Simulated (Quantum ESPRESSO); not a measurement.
# CuO (P6_3/mmc) in Quantum ESPRESSO: reference runs

How does CuO come out in PBE? The cell is run as given and disturbed.

Everything below comes from runs of Quantum ESPRESSO 7.5. Logs are shortened: lines on timing, memory, paths and dates and some standing lists are left out, and cuts for length are marked.

### Step 1. The structure

The structure is hexagonal, space group P6_3/mmc (No. 194). The conventional cell has a = 3.180 Å, b = 3.180 Å, c = 4.431 Å, α = 90.00°, β = 90.00°, γ = 120.00°. Cu (site symmetry -3m) has 6 O at 2.14 Å and 2 Cu at 2.22 Å as nearest neighbours. O (site symmetry -6m2) is surrounded by 6 Cu at 2.14 Å.

Measurements of this composition are mostly on another form, of space group No. 15.

### Step 2. Single point, PBE

pw.in

```
&CONTROL
  calculation = 'scf'
  prefix = 'pwscf'
  outdir = './tmp'
  pseudo_dir = './pseudo'
  tprnfor = .true.
  tstress = .true.
  disk_io = 'low'
/
&SYSTEM
  ibrav = 0
  celldm(1) = 8
  nat = 4
  ntyp = 2
  ecutwfc = 55
  ecutrho = 440
  nbnd = 25
  occupations = 'smearing'
  smearing = 'fd'
  degauss = 0.00367493
/
&ELECTRONS
  conv_thr = 8d-10
  electron_maxstep = 120
  mixing_beta = 0.5
/
ATOMIC_SPECIES
Cu    63.5460 Cu.paw.z_11.ld1.psl.v1.0.0-low.upf
O     15.9990 O.pbe-n-kjpaw_psl.0.1.UPF
CELL_PARAMETERS alat
  0.7510558453978   0.0000000000000   0.0000000000000
 -0.3755279226989   0.6504334425374   0.0000000000000
  0.0000000000000   0.0000000000000   1.0467879754397
ATOMIC_POSITIONS crystal
Cu     0.0000000000    0.0000000000    0.0000000000
Cu     0.0000000000    0.0000000000    0.5000000000
O      0.3333333333    0.6666666667    0.2500000000
O      0.6666666667    0.3333333333    0.7500000000
K_POINTS automatic
10 10 6 0 0 0
```

pp_density.in

```
&INPUTPP
  prefix = 'pwscf'
  outdir = './tmp'
  filplot = 'density.dat'
  plot_num = 0
/
&PLOT
  nfile = 1
  filepp(1) = 'density.dat'
  iflag = 3
  output_format = 6
  fileout = 'density.cube'
/
```

pp_potential.in

```
&INPUTPP
  prefix = 'pwscf'
  outdir = './tmp'
  filplot = 'potential.dat'
  plot_num = 11
/
&PLOT
  nfile = 1
  filepp(1) = 'potential.dat'
  iflag = 3
  output_format = 6
  fileout = 'potential.cube'
/
```

Potentials or basis: SSSP 1.3 efficiency PBE.

Command:

```sh
> OMP_NUM_THREADS=1 pw.x -in pw.in > pw.out
> OMP_NUM_THREADS=1 pp.x -in pp_density.in > pp_density.out
> OMP_NUM_THREADS=1 pp.x -in pp_potential.in > pp_potential.out
```

pw.out:

```text
This program is part of the open-source Quantum ESPRESSO suite
     for quantum simulation of materials; please cite
         "P. Giannozzi et al., J. Phys.:Condens. Matter 21 395502 (2009);
         "P. Giannozzi et al., J. Phys.:Condens. Matter 29 465901 (2017);
         "P. Giannozzi et al., J. Chem. Phys. 152 154105 (2020);
     in publications or presentations arising from this work. More details at

     file Cu.paw.z_11.ld1.psl.v1.0.0-low.upf: wavefunction(s)  4S 3D renormalized
     file O.pbe-n-kjpaw_psl.0.1.UPF: wavefunction(s)  2P renormalized
     Message from routine setup:
     using ibrav=0 with symmetry is DISCOURAGED, use correct ibrav instead

     G-vector sticks info
     --------------------
     sticks:   dense  smooth     PW     G-vecs:    dense   smooth      PW
     Sum        1099     547    163                40741    14481    2403

     Using Slab Decomposition

     bravais-lattice index     =            0
     lattice parameter (alat)  =       8.0000  a.u.
     unit-cell volume          =     261.8206 (a.u.)^3
     number of atoms/cell      =            4
     number of atomic types    =            2
     number of electrons       =        34.00
     number of Kohn-Sham states=           25
     kinetic-energy cutoff     =      55.0000  Ry
     charge density cutoff     =     440.0000  Ry
     scf convergence threshold =      8.0E-10
     mixing beta               =       0.5000
     number of iterations used =            8  plain     mixing
     Exchange-correlation= SLA  PW   PBX  PBC
                           (   1   4   3   4   0   0   0)

     celldm(1)=   8.000000  celldm(2)=   0.000000  celldm(3)=   0.000000
     celldm(4)=   0.000000  celldm(5)=   0.000000  celldm(6)=   0.000000

     crystal axes: (cart. coord. in units of alat)
               a(1) = (   0.751056   0.000000   0.000000 )
               a(2) = (  -0.375528   0.650433   0.000000 )
               a(3) = (   0.000000   0.000000   1.046788 )

     reciprocal axes: (cart. coord. in units 2 pi/alat)
               b(1) = (  1.331459  0.768718 -0.000000 )
               b(2) = (  0.000000  1.537436  0.000000 )
               b(3) = (  0.000000 -0.000000  0.955303 )

     PseudoPot. # 1 for Cu read from file:
     Cu.paw.z_11.ld1.psl.v1.0.0-low.upf
     Pseudo is Projector augmented-wave + core cor, Zval = 11.0
     Generated using &quot;atomic&quot; code by A. Dal Corso  v.6.3MaX
     Shape of augmentation charge: PSQ
     Using radial grid of 1199 points,  6 beta functions with:
                l(1) =   0
                l(2) =   0
                l(3) =   1
                l(4) =   1
                l(5) =   2
                l(6) =   2
     Q(r) pseudized with 0 coefficients

     PseudoPot. # 2 for O  read from file:
     O.pbe-n-kjpaw_psl.0.1.UPF
     Pseudo is Projector augmented-wave + core cor, Zval =  6.0
     Generated using "atomic" code by A. Dal Corso  v.5.0.99 svn rev. 10869
     Shape of augmentation charge: BESSEL
     Using radial grid of 1095 points,  4 beta functions with:
                l(1) =   0
                l(2) =   0
                l(3) =   1
                l(4) =   1
     Q(r) pseudized with 0 coefficients

     atomic species   valence    mass     pseudopotential
     Cu               11.00    63.54600     Cu( 1.00)
     O                 6.00    15.99900     O ( 1.00)

     24 Sym. Ops., with inversion, found (12 have fractional translation)

   Cartesian axes

     site n.     atom                  positions (alat units)
         1        Cu     tau(   1) = (   0.0000000   0.0000000   0.0000000  )
         2        Cu     tau(   2) = (   0.0000000   0.0000000   0.5233940  )
         3        O      tau(   3) = (  -0.0000000   0.4336223   0.2616970  )
         4        O      tau(   4) = (   0.3755279   0.2168111   0.7850910  )

     number of k points=    56  Fermi-Dirac smearing, width (Ry)=  0.0037
                       cart. coord. in units 2pi/alat
        k(    1) = (   0.0000000   0.0000000   0.0000000), wk =   0.0033333
        k(    2) = (   0.0000000   0.0000000   0.1592172), wk =   0.0066667
        k(    3) = (   0.0000000   0.0000000   0.3184344), wk =   0.0066667
        k(    4) = (   0.0000000   0.0000000  -0.4776516), wk =   0.0033333
        k(    5) = (   0.0000000   0.1537436   0.0000000), wk =   0.0200000
        k(    6) = (   0.0000000   0.1537436   0.1592172), wk =   0.0400000
[... 48 lines left out ...]
        k(   55) = (   0.3994377   0.6918463   0.3184344), wk =   0.0400000
        k(   56) = (   0.3994377   0.6918463  -0.4776516), wk =   0.0200000

     Dense  grid:    40741 G-vectors     FFT dimensions: (  45,  45,  60)

     Smooth grid:    14481 G-vectors     FFT dimensions: (  30,  30,  40)

     Initial potential from superposition of free atoms

     starting charge      33.9995, renormalised to      34.0000
     Starting wfcs are   26 randomized atomic wfcs

     Self-consistent Calculation

     iteration #  1     ecut=    55.00 Ry     beta= 0.50
     Davidson diagonalization with overlap
     ethr =  1.00E-02,  avg # of iterations =  3.9

     total energy              =    -508.78683365 Ry
     estimated scf accuracy    <       0.97047627 Ry

     iteration #  2     ecut=    55.00 Ry     beta= 0.50
     Davidson diagonalization with overlap
     ethr =  2.85E-03,  avg # of iterations =  2.1

     total energy              =    -508.96439947 Ry
     estimated scf accuracy    <       2.40814834 Ry

     iteration #  3     ecut=    55.00 Ry     beta= 0.50
     Davidson diagonalization with overlap
     ethr =  2.85E-03,  avg # of iterations =  2.0
[... 36 lines left out ...]
     total energy              =    -509.28760841 Ry
     estimated scf accuracy    <       0.00000007 Ry

     iteration #  9     ecut=    55.00 Ry     beta= 0.50
     Davidson diagonalization with overlap
     ethr =  2.03E-10,  avg # of iterations =  2.6

     total energy              =    -509.28760844 Ry
     estimated scf accuracy    <       0.00000002 Ry

     iteration # 10     ecut=    55.00 Ry     beta= 0.50
     Davidson diagonalization with overlap
     ethr =  5.38E-11,  avg # of iterations =  1.3

     End of self-consistent calculation

          k = 0.0000 0.0000 0.0000 (  1813 PWs)   bands (ev):

    -9.2136  -7.6458   3.4725   4.6805   4.6805   5.7765   7.1202   7.1202
     7.5261   7.5261   7.8403   7.8403   8.4454   8.6139   8.6139   9.9367
    10.6491  10.6491  11.4325  15.0815  21.4158  22.2498  22.2498  27.6799
    28.1182

          k = 0.0000 0.0000 0.1592 (  1802 PWs)   bands (ev):

    -9.1233  -7.7701   3.7075   4.7846   4.7846   5.9363   6.9253   6.9253
     7.1969   7.1969   7.8896   8.1574   8.1574   8.7896   8.7896   9.5680
    10.5663  10.5663  12.0333  15.0967  21.6125  22.4286  22.4286  26.8024
    26.8029

          k = 0.0000 0.0000 0.3184 (  1796 PWs)   bands (ev):

    -8.8681  -8.0919   4.3576   5.0899   5.0899   6.0830   6.2055   6.2055
     7.1927   7.4112   7.4112   8.0193   8.0193   8.6967   9.3570   9.3570
    10.3174  10.3174  13.1488  14.8802  22.4313  22.9698  22.9698  25.1653
    25.1653
[... 108 lines left out ...]
    -8.1574  -7.9082   3.2830   3.9547   5.1088   5.7065   5.9059   6.1081
     6.8994   7.9298   7.9305   8.1662   8.1672   8.4698   8.8741   9.0918
     9.9028  10.0299  15.6709  16.3775  19.5923  21.0756  23.0591  24.0725
    24.2996

          k = 0.0000 0.6150-0.4777 (  1806 PWs)   bands (ev):

    -8.0303  -8.0303   3.5367   3.5367   5.3930   5.3930   6.0864   6.0864
     7.4803   7.4803   8.0386   8.0386   8.2464   8.2464   9.3759   9.3759
     9.5672   9.5672  15.9000  15.9000  20.3026  20.3026  24.1072  24.4843
    24.4844

          k = 0.0000-0.7687 0.0000 (  1808 PWs)   bands (ev):

    -8.1020  -7.8856   2.8434   4.8409   5.2161   5.4443   5.9631   6.0485
     6.0582   7.8500   7.8672   8.2031   8.2358   8.3983   8.5920   8.8364
    10.4093  10.5333  16.6892  16.7794  19.7367  19.8954  21.5694  23.0623
    23.7877

          k = 0.0000-0.7687 0.1592 (  1798 PWs)   bands (ev):

    -8.0838  -7.8958   2.9031   4.6208   4.9072   5.8110   5.8743   5.9478
     6.3919   7.8962   7.8972   8.2538   8.3411   8.3878   8.6887   8.6976
    10.3209  10.3896  16.2743  16.6546  19.2300  21.5113  21.5221  23.0272
    23.9157

          k = 0.0000-0.7687 0.3184 (  1806 PWs)   bands (ev):

    -8.0363  -7.9272   3.0878   3.9511   5.0948   5.6824   5.8655   6.0966
     6.8840   7.9801   8.0152   8.0679   8.2051   8.3905   8.8838   9.0264
    10.0099  10.0314  15.8260  16.3158  19.5345  21.0240  23.3836  23.4631
    24.2160

          k = 0.0000-0.7687-0.4777 (  1816 PWs)   bands (ev):

    -7.9777  -7.9777   3.4278   3.4278   5.3712   5.3712   6.0381   6.0381
     7.4784   7.4784   8.0949   8.0949   8.1810   8.1810   9.5081   9.5081
     9.5123   9.5123  15.9240  15.9240  20.2270  20.2270  24.0311  24.5177
    24.5178

          k = 0.1331 0.2306 0.0000 (  1797 PWs)   bands (ev):

    -8.9851  -7.6599   3.8827   4.7359   4.7793   5.1896   6.2844   6.4265
     6.9734   7.6805   7.9476   8.0090   8.4661   8.6059   9.4073   9.7978
    10.0125  10.3532  12.9689  16.3117  20.6294  21.0601  22.7952  24.5997
    26.0564

          k = 0.1331 0.2306 0.1592 (  1785 PWs)   bands (ev):

    -8.9057  -7.7601   3.9157   4.8223   5.0121   5.2156   6.1689   6.2199
     7.1150   7.5707   7.9271   8.1992   8.4124   8.8373   9.0420   9.4748
     9.9584  10.3568  13.3297  16.1619  20.8036  21.2993  22.9710  24.1230
    25.6690
[... 199 lines left out ...]
    -7.9605  -7.8938   3.7050   4.0621   4.2878   5.3162   5.8214   5.9153
     7.1209   7.8618   7.8935   8.2199   8.2498   8.3179   8.5397   8.7474
    10.1312  10.3926  17.0971  17.3926  19.3925  20.3972  21.3537  21.9398
    24.1468

          k = 0.3994 0.6918-0.4777 (  1816 PWs)   bands (ev):

    -7.9239  -7.9239   3.9274   3.9274   4.6997   4.6997   5.8803   5.8803
     7.6308   7.6308   7.8622   7.8622   8.2660   8.2660   8.5833   8.5833
    10.4742  10.4742  17.1182  17.1182  19.9796  19.9796  21.2789  21.2789
    26.9842

     the Fermi energy is    10.0536 ev

!    total energy              =    -509.28760844 Ry
     total all-electron energy =     -6920.740925 Ry
     estimated scf accuracy    <          4.2E-10 Ry
     smearing contrib. (-TS)   =      -0.00204195 Ry
     internal energy E=F+TS    =    -509.28556649 Ry

     The total energy is F=E-TS. E is the sum of the following terms:
     one-electron contribution =     -75.09178720 Ry
     hartree contribution      =      78.85781968 Ry
     xc contribution           =    -104.00407567 Ry
     ewald contribution        =    -210.30718443 Ry
     one-center paw contrib.   =    -198.74033888 Ry

     convergence has been achieved in  10 iterations

     Forces acting on atoms (cartesian axes, Ry/au):

     atom    1 type  1   force =     0.00000000   -0.00000000   -0.00000000
     atom    2 type  1   force =    -0.00000000   -0.00000000    0.00000000
     atom    3 type  2   force =    -0.00000000   -0.00000000    0.00000000
     atom    4 type  2   force =     0.00000000   -0.00000000   -0.00000000

     Total force =     0.000000     Total SCF correction =     0.000000

     Computing stress (Cartesian axis) and pressure

          total   stress  (Ry/bohr**3)                   (kbar)     P=       59.14
  -0.00067145  -0.00000000   0.00000000          -98.77       -0.00        0.00
  -0.00000000  -0.00067145   0.00000000           -0.00      -98.77        0.00
  -0.00000000   0.00000000   0.00254900           -0.00        0.00      374.97

=------------------------------------------------------------------------------=
   JOB DONE.
=------------------------------------------------------------------------------=
```

It took 48 s on 1 thread of Intel Xeon at 2.70GHz, shared host; peak memory 0.23 GiB.

What came out:

| Property | Result |
| --- | --- |
| Free energy | -6929.2109 eV |
| Pressure | 5.9 GPa |
| Band gap on the k mesh | none (metal or under the smearing width) |

Levels at points of the mesh, in eV from the Fermi level:
| k point | band 13 | band 14 | band 15 | band 16 | band 17 | band 18 | band 19 | band 20 | band 21 | band 22 |
| --- | --- | --- | --- | --- | --- | --- | --- | --- | --- | --- |
| (0.00, 0.00, 0.00) | -1.61 | -1.44 | -1.44 | -0.12 | 0.60 | 0.60 | 1.38 | 5.03 | 11.36 | 12.20 |
| (0.00, 0.00, -0.50) | -2.32 | -2.32 | -0.15 | -0.15 | -0.15 | -0.15 | 4.14 | 4.14 | 13.83 | 13.83 |
| (0.00, -0.50, 0.00) | -1.82 | -1.66 | -1.46 | -1.22 | 0.36 | 0.48 | 6.64 | 6.73 | 9.68 | 9.84 |
| (0.00, -0.50, -0.50) | -1.87 | -1.87 | -0.55 | -0.55 | -0.54 | -0.54 | 5.87 | 5.87 | 10.17 | 10.17 |

Caveat: the run has no spin polarisation, though such a crystal can be magnetic; semilocal functionals often make such compounds metallic where correlation or magnetic order opens a gap, which also shifts bond lengths.

### Step 3. Single point, PBE (atoms moved at random, drawn with an rms of 0.05 Å)

pw.in

```
&CONTROL
  calculation = 'scf'
  prefix = 'pwscf'
  outdir = './tmp'
  pseudo_dir = './pseudo'
  tprnfor = .true.
  tstress = .true.
  disk_io = 'nowf'
/
&SYSTEM
  ibrav = 0
  nat = 4
  ntyp = 2
  ecutwfc = 55
  ecutrho = 440
  nbnd = 25
  occupations = 'smearing'
  smearing = 'fd'
  degauss = 0.00367493
/
&ELECTRONS
  conv_thr = 8d-10
  electron_maxstep = 120
  mixing_beta = 0.5
/
ATOMIC_SPECIES
Cu    63.5460 Cu.paw.z_11.ld1.psl.v1.0.0-low.upf
O     15.9990 O.pbe-n-kjpaw_psl.0.1.UPF
CELL_PARAMETERS angstrom
   3.1795331000    0.0000000000    0.0000000000
  -1.5897665500    2.7535564400    0.0000000000
   0.0000000000    0.0000000000    4.4314907300
ATOMIC_POSITIONS crystal
Cu     0.0143570000    0.0135510000    0.0043770000
Cu    -0.0205790000   -0.0050740000    0.4938040000
O      0.3328320000    0.6608030000    0.2502360000
O      0.6533420000    0.3179480000    0.7458560000
K_POINTS automatic
10 10 6 0 0 0
```

Potentials or basis: SSSP 1.3 efficiency PBE.

Command:

```sh
> OMP_NUM_THREADS=1 pw.x -in pw.in > pw.out
```

It took 3.8 min on 1 thread of Intel Xeon at 2.70GHz, shared host; peak memory 0.4 GiB.

It converged, with:

```
Free energy            : -6929.1806 eV
Pressure               : 6.4 GPa
Largest force          : 1.080 eV/Å
Band gap on the k mesh : none (metal or under the smearing width)
```

Forces on the atoms (eV/Å):
```
Cu   0.113 -0.119 -1.067
Cu   0.004 -0.201  1.061
O   -0.087  0.149 -0.061
O   -0.030  0.170  0.067
```

Stress tensor (GPa, compression positive):
```
-9.89 -0.32 -0.40
-0.32 -8.78 -0.01
-0.40 -0.01 37.94
```

Levels at points of the mesh, in eV from the Fermi level:
| k point | band 13 | band 14 | band 15 | band 16 | band 17 | band 18 | band 19 | band 20 | band 21 | band 22 |
| --- | --- | --- | --- | --- | --- | --- | --- | --- | --- | --- |
| (0.00, 0.00, 0.00) | -1.58 | -1.44 | -1.38 | -0.13 | 0.55 | 0.62 | 1.37 | 5.05 | 11.33 | 12.10 |
| (0.00, 0.00, -0.50) | -2.22 | -2.12 | -0.21 | -0.18 | -0.10 | -0.08 | 4.08 | 4.18 | 13.62 | 13.77 |
| (0.00, -0.50, 0.00) | -1.83 | -1.65 | -1.49 | -1.23 | 0.33 | 0.50 | 6.64 | 6.67 | 9.76 | 9.84 |
| (0.00, -0.50, -0.50) | -1.91 | -1.78 | -0.64 | -0.59 | -0.50 | -0.41 | 5.79 | 5.86 | 10.07 | 10.22 |
| (0.50, -0.50, 0.00) | -1.82 | -1.65 | -1.48 | -1.23 | 0.35 | 0.48 | 6.64 | 6.70 | 9.69 | 9.86 |
| (-0.50, 0.00, 0.00) | -1.81 | -1.68 | -1.46 | -1.24 | 0.36 | 0.43 | 6.64 | 6.77 | 9.52 | 9.91 |
| (0.50, -0.50, -0.50) | -1.91 | -1.81 | -0.63 | -0.55 | -0.50 | -0.47 | 5.80 | 5.92 | 10.06 | 10.25 |
| (-0.50, 0.00, -0.50) | -1.93 | -1.80 | -0.64 | -0.59 | -0.52 | -0.49 | 5.88 | 5.97 | 10.12 | 10.30 |

Caveat: the run has no spin polarisation, though such a crystal can be magnetic; semilocal functionals often make such compounds metallic where correlation or magnetic order opens a gap, which also shifts bond lengths.
